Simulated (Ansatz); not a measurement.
BaS (Fm-3m): elasticity against pressure

```xyz
2
Lattice="0.0000 3.1663 3.1663 3.1663 0.0000 3.1663 3.1663 3.1663 0.0000" Properties=species:S:1:pos:R:3 pbc="T T T"
Ba    0.0000    0.0000    0.0000
S     3.1663    3.1663    3.1663
```

This is the zero-pressure cell. At each pressure cell and atoms are relaxed in this structure, and the constants are slopes of the stress at strains of ±0.005 with relaxed ions (the coefficients that govern stability under load). Level: PBEsol, PAW on Ansatz 0.2.0's default frozen-core files (fitted under PBE), scalar-relativistic; k mesh 8×8×8, strains of ±0.005, fixed occupations, cutoff 420 eV. P is the pressure of the relaxed cell, less that of this one.

| P (GPa) | V/V₀ | C11 (GPa) | C12 (GPa) | C44 (GPa) |
| --- | --- | --- | --- | --- |
| 0.00 | 1.0000 | 103.9 | 17.7 | 18.2 |
| 1.00 | 0.9796 | 114.9 | 18.9 | 17.7 |
| 2.01 | 0.9611 | 125.8 | 20.1 | 17.1 |
| 4.00 | ? | ? | ? | ? |
| 6.99 | 0.8904 | 176.8 | 25.5 | 13.9 |
| 10.02 | 0.8581 | 206.3 | 28.7 | 11.6 |
| 15.02 | 0.8151 | 253.3 | 33.6 | 7.5 |

Q: Does the bulk modulus from the constants agree with the pressure-volume curve?

A: A third-order Birch-Murnaghan fit to the volumes shown (F against f, f = [(V₀/V)^(2/3) − 1]/2) gives B₀ = 46.5 GPa and B′ = 4.5. Its −V dP/dV stands beside (C11 + 2C12)/3:

| P (GPa) | from P(V) | from the constants |
| --- | --- | --- |
| 0.00 | 46.5 | 46.4 |
| 1.00 | 50.9 | 50.9 |
| 2.01 | 55.3 | 55.3 |
| 6.99 | 75.9 | 76.0 |
| 10.02 | 87.9 | 87.9 |
| 15.02 | 107.4 | 106.8 |

Q: What are the pressure derivatives at zero pressure?

A: Slopes at V₀ of quadratic fits in −ln(V/V₀) through the first four rows shown, divided by B₀: dC11/dP = 11.0, dC12/dP = 1.2, dC44/dP = -0.5. The mean slopes up to 2.0 GPa are 10.9, 1.2, -0.5; curvature and scatter of the constants part the two. The combination (dC11/dP + 2 dC12/dP)/3 = 4.5 stands against B′.

Q: Fill the row at 4.00 GPa.

A: Cubic fits in −ln(V/V₀) through all rows shown give C11 = 146.6, C12 = 22.3, C44 = 15.9 GPa. Computed: V/V₀ = 0.9295, C11 (GPa) = 146.6, C12 (GPa) = 22.3, C44 (GPa) = 15.9.

Q: Does a shear stiffness soften?

A: C44 goes from 18.2 to 7.5 GPa; (C11 − C12)/2 goes from 43.1 to 109.9 GPa. C44 softens under pressure, though the lattice stays mechanically stable over this range.

Caveats: no other phase was computed; many crystals of this kind change structure within this range, and rows or crossings beyond such a change describe a metastable lattice; frozen-core PAW files fitted under PBE, their cores solved anew for the functional of the run; phonons weren't checked at these pressures.
